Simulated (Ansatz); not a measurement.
```cif
data_structure
_symmetry_space_group_name_H-M 'P 1'
_symmetry_Int_Tables_number 1
_cell_length_a 2.9751
_cell_length_b 2.9751
_cell_length_c 2.9751
_cell_angle_alpha 60.000
_cell_angle_beta 60.000
_cell_angle_gamma 60.000
_cell_volume 18.62
loop_
_atom_site_label
_atom_site_type_symbol
_atom_site_fract_x
_atom_site_fract_y
_atom_site_fract_z
_atom_site_occupancy
Si1 Si 0.00000 0.00000 0.00000 1
C1 C 0.25000 0.25000 0.25000 1
```

| Item | Value |
| --- | --- |
| datasets | all-electron datasets in plane waves (scalar-relativistic, Gaussian nuclei) |
| k mesh | 4×4×4 |
| empty bands | 120 |
| response cutoff | 200 eV |
| frequencies | contour deformation |
| q → 0 term | analytic weight of Carrier, Rohra and Görling |
| band sums | cut at the band count |

A G0W0 run in Ansatz gave a mean-field gap (from Γ to k = (0, -0.5, -0.5)) of 1.61 eV and a quasiparticle gap of 2.29 eV, with ε∞ = 7.6 on this mesh.

(1) Which functional supplied the orbitals?
A. r²SCAN
B. PBE

## Answers

(1) A. For comparison, on the same cell, mesh, edges, bands and response cutoff: PBE 1.21 → 2.11 eV. Wave cutoffs: PBE 2970 eV, r²SCAN 2970 eV.

The cell is a model at fixed atoms and needn't be the relaxed known crystal. Points k are given in fractions of the reciprocal vectors. The mesh is coarse, so these are values at the stated settings, not converged ones. Band sums or response are cut, so the gap isn't at its basis limit. The gap is read on the mesh, and the crystal's band edges can lie off it. With r²SCAN or HSE06 the Kohn-Sham levels are generalised ones. Meshes this coarse can overestimate the dielectric constant by a tenth and more.
